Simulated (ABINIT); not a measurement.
Crystal: KTaO3.

```
Ta K O
1.0
     3.98830    0.00000    0.00000
     0.00000    3.98830    0.00000
     0.00000    0.00000    3.98830
Ta K O
1 1 3
Direct
  0.00000 0.00000 0.00000
  0.50000 0.50000 0.50000
  0.00000 0.00000 0.50000
  0.00000 0.50000 0.00000
  0.50000 0.00000 0.00000
```

Base run:

- Program: ABINIT 10.8.3 (patched build)
- Functional: r2SCAN
- Potentials or basis: PseudoDojo NC SR PBE v0.4.1 standard
- Cutoff: 1361 eV
- k mesh: 7 × 7 × 7
- Occupations: fermi-dirac, width 0.05 eV
- Spin: no spin polarisation

Its results: band gap on the k mesh 2.60 eV, indirect (least direct gap 3.21 eV); pressure -1.1 GPa.

Question: The run is repeated on the same cell with these changes: potentials or basis from PseudoDojo NC SR PBE v0.4.1 standard to Ansatz PAW PBE default generated set, frozen core; cutoff from 1361 eV to 517 eV. What comes out?

Answer: Band gap on the k mesh 2.69 eV, indirect (least direct gap 3.27 eV); pressure 0.0 GPa.

Caveats: spin-orbit coupling is left out, which moves the levels of the heavy elements; an odd mesh through Γ misses points on the zone boundary, where band edges often lie; a meta-GGA on potentials with a model core is unreliable (some runs); the potentials were made for another functional, which shifts forces and pressure (some runs); the PAW data sets were made with another functional, which shifts forces and pressure a little (some runs).
